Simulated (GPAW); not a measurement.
# Re: single point with PBE

The system is Re, a slab with vacuum.

```xyz
5
Lattice="2.7931 0.0000 0.0000 -1.3965 2.4189 0.0000 0.0000 0.0000 24.1221" Properties=species:S:1:pos:R:3 pbc="T T T"
Re    1.3965    0.8063    7.5000
Re    0.0000    1.6126    9.7805
Re    0.0000    0.0000   12.0611
Re    1.3965    0.8063   14.3416
Re    0.0000    1.6126   16.6221
```

The cell isn't the ideal one: the (1 1 1) slab of Re, cut from the database cell, not relaxed.

```yaml
Program: GPAW 26.7.0
Task: single point
Functional: PBE
Potentials_or_basis: GPAW PAW data sets (gpaw-data 1.2.1)
Cutoff: 450 eV
Basis: pw
k_mesh: 11 × 11 × 1
Occupations: fermi-dirac, width 0.05 eV
Spin: no spin polarisation
Maxiter: 150
Dipole_layer: yes
```

The largest force is 1.486 eV/Å. The band gap on the k mesh is none (metal or under the smearing width), the dipole across the slab is 0.00 e·Å and the work function of the upper face is 5.28 eV. The work function of the lower face is 5.28 eV.

Forces on the atoms (eV/Å):
```
Re   0.000  0.000  1.486
Re   0.000  0.000 -1.278
Re   0.000  0.000  0.000
Re   0.000  0.000  1.278
Re   0.000  0.000 -1.486
```

Levels at points of the mesh, in eV from the Fermi level:
```tsv
k point	band 28	band 29	band 30	band 31	band 32	band 33	band 34	band 35	band 36	band 37
(0.00, 0.00, 0.00)	-1.58	-1.53	-1.53	-1.08	-1.08	-1.03	-1.03	-0.16	0.38	1.11
```

Wall time 110 s on 1 thread of Arm Neoverse V1, with other jobs on the host, peak memory 0.23 GiB.

The run has no spin-orbit coupling, so splittings on Re are missing.
